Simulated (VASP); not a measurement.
**SnO2 in VASP 6.6.1, relaxation**

INCAR

```
PSTRESS = 20
EDIFF = 1E-7
SIGMA = 0.02
ENCUT = 600
NSW = 40
LWAVE = .FALSE.
IBRION = 2
LCHARG = .FALSE.
LASPH = .TRUE.
NELM = 76
LREAL = .FALSE.
NELECT = 26.5
GGA = PE
ISIF = 3
EDIFFG = -5E-3
NBANDS = 20
ISMEAR = -1
PREC = Accurate
```

KPOINTS

```
KPOINTS created by Atomic Simulation Environment
0
Monkhorst-Pack
8 8 8
0 0 0
```

POSCAR

```
Sn O
 1.0000000000000000
     0.0000000000000000    2.4510416331000000    2.4510416331000000
     2.4510416331000000    0.0000000000000000    2.4510416331000000
     2.4510416331000000    2.4510416331000000    0.0000000000000000
 Sn  O
   1   2
Cartesian
  0.0000000000000000  0.0000000000000000  0.0000000000000000
  1.2255208165500000  1.2255208165500000  1.2255208165500000
  3.6765624496500000  3.6765624496500000  3.6765624496500000
```

The recommended PBE PAW datasets give the neutral cell 26 valence electrons.

Command

```
mpirun -np 1 vasp_std
```

Question: Predict the outcome of this run.

Answer: It converged. Results: relaxed cell vector lengths 3.956, 3.956, 3.956 Å; relaxed cell volume 43.79 Å³.

OSZICAR

```
N       E                     dE             d eps       ncg     rms          rms(c)
DAV:   1     0.277973377617E+03    0.27797E+03   -0.14961E+04  2592   0.236E+03
DAV:   2     0.129663382202E+02   -0.26501E+03   -0.25165E+03  2512   0.549E+02
DAV:   3    -0.139629539762E+02   -0.26929E+02   -0.26560E+02  2740   0.144E+02
DAV:   4    -0.146610336987E+02   -0.69808E+00   -0.69726E+00  2708   0.239E+01
DAV:   5    -0.146752777930E+02   -0.14244E-01   -0.14243E-01  2996   0.354E+00    0.125E+01
DAV:   6    -0.107035576679E+02    0.39717E+01   -0.13127E+01  3632   0.573E+01    0.448E+00
DAV:   7    -0.107317294733E+02   -0.28172E-01   -0.84640E-01  2644   0.693E+00    0.208E+00
DAV:   8    -0.107087842890E+02    0.22945E-01   -0.55264E-02  3244   0.340E+00    0.449E-01
DAV:   9    -0.107058318158E+02    0.29525E-02   -0.99351E-03  3744   0.204E+00    0.832E-02
DAV:  10    -0.107060551093E+02   -0.22329E-03   -0.10409E-03  2872   0.362E-01    0.404E-02
...
       N       E                     dE             d eps       ncg     rms          rms(c)
DAV:   1    -0.141369592686E+02   -0.91133E-02   -0.25990E-01  3088   0.732E+00    0.742E-01
DAV:   2    -0.141264392856E+02    0.10520E-01   -0.30748E-02  2896   0.181E+00    0.231E-01
DAV:   3    -0.141248192651E+02    0.16200E-02   -0.28000E-03  3164   0.106E+00    0.102E-01
DAV:   4    -0.141244939452E+02    0.32532E-03   -0.84486E-04  3448   0.492E-01    0.161E-02
DAV:   5    -0.141244827222E+02    0.11223E-04   -0.76288E-05  2616   0.834E-02    0.758E-03
DAV:   6    -0.141244801842E+02    0.25380E-05   -0.63595E-06  3064   0.260E-02    0.321E-03
DAV:   7    -0.141244811268E+02   -0.94257E-06   -0.74958E-07  2956   0.817E-03    0.750E-04
DAV:   8    -0.141244810910E+02    0.35708E-07   -0.30196E-08  1748   0.261E-03
   5 F= -.13577870E+02 E0= -.13577388E+02  d E =-.323940E+01
```

Standard output (part)

```
POSCAR found type information on POSCAR SnO
 POSCAR found :  2 types and       3 ions
 LDA part: xc-table for (Slater+PW92), standard interpolation
 POSCAR, INCAR and KPOINTS ok, starting setup
 WAVECAR not read
 entering main loop
 the old and the new charge density differ
    0.125E+01
 curvature:   0.00 expect dE= 0.000E+00 dE for cont linesearch  0.000E+00
 search vector abs. value=  0.169E+02
 bond charge predicted
 trial-energy change:   -1.241466  1 .order   -4.086854  -16.940979    8.767271
 bond charge predicted
 curvature:  -0.25 expect dE=-0.379E-02 dE for cont linesearch -0.379E-02
 ZBRENT: interpolating
 opt :   0.4787  next Energy=   -13.576294 (dE=-0.324E+01)
 bond charge predicted
 curvature:  -0.24 expect dE=-0.565E-03 dE for cont linesearch -0.565E-03
 ZBRENT: interpolating
 opt :   0.4691  next Energy=   -13.578013 (dE=-0.324E+01)
 bond charge predicted
 curvature:  -0.40 expect dE=-0.238E-05 dE for cont linesearch -0.238E-05
 trial: gam=-0.00060 g(F)=  0.130E-48 g(S)=  0.602E-05 ort = 0.101E-01 (trialstep = 0.894E+00)
 search vector abs. value=  0.102E-09
 reached required accuracy - stopping structural energy minimisation
```

```tsv
ionic step	ΔH (meV/atom)	volume (Å³)	largest force (eV/Å)	pressure (GPa)	electronic steps
1	0.0	29.45	0.000	103.95	14
2	-413.8	64.90	0.000	-21.94	13
3	-1078.1	44.62	0.000	-0.01	13
4	-1079.5	44.12	0.000	1.20	8
5	-1079.8	43.79	0.000	2.04	8
```

The cell is charged and sits in a uniform background. The shifted mesh misses Γ, so a band edge there is missed. The volume moved far on the plane waves of the start cell, so a restart from CONTCAR is due.

For comparison, a separate PBE relaxation on usual settings, not on those above, ends at 34.09 Å³.
